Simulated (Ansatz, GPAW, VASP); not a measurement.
# MgS: 3 runs at one level of theory

```xyz
2
Lattice="0.0000 2.6016 2.6016 2.6016 0.0000 2.6016 2.6016 2.6016 0.0000" Properties=species:S:1:pos:R:3 pbc="T T T"
S     2.6016    2.6016    2.6016
Mg    0.0000    0.0000    0.0000
```

Alike in all runs: task single point; functional PBE; k mesh 9 × 9 × 9; occupations gaussian, width 0.02 eV; no spin polarisation; no spin-orbit coupling. Pressure is positive in compression and, in plane waves, holds the error of the finite cutoff.

| program and potentials | plane-wave cutoff (eV) | notes | pressure (GPa) |
| --- | --- | --- | --- |
| Ansatz, all-electron LAPW, scalar-relativistic | - | - | 1.15 |
| VASP, PBE PAW files Mg_GW, S_GW, 550 eV | 550 | 4 valence electrons an atom on average | 0.85 |
| GPAW, GPAW PAW data sets (gpaw-data 1.2.1) | 800 | 8 valence electrons an atom on average | 1.06 |

The pressure spans 0.85 (VASP, PBE PAW files Mg_GW, S_GW, 550 eV) to 1.15 GPa (Ansatz, all-electron LAPW, scalar-relativistic), with all-electron results at 1.15.

The functional is the same throughout but for its coding, so the spread measures potentials, basis and numerics; runs on potential files found faulty are left out.

All three runs put rocksalt MgS under slight compression, so the PBE equilibrium volume lies above that of the cell used. This fits the functional's usual tendency to underbind ionic solids and overestimate their lattice constants, since the cell is close to the measured one. The pressure is small compared with the bulk modulus of MgS, so only a slight expansion would relieve it, and the spread between the programs corresponds to a still smaller change in lattice constant.

GPAW, at 1.06 GPa, lies nearer the all-electron value than VASP, at 0.85 GPa. The electron counts imply that GPAW treats the Mg 2s and 2p shells as valence, whereas VASP keeps them frozen. Relaxation of this semicore against the sulfide neighbours may therefore contribute to the difference, but the plane-wave cutoff and the construction of the data sets change as well, and the runs can't separate these effects. Agreement at a single volume also leaves the compressibility untested.
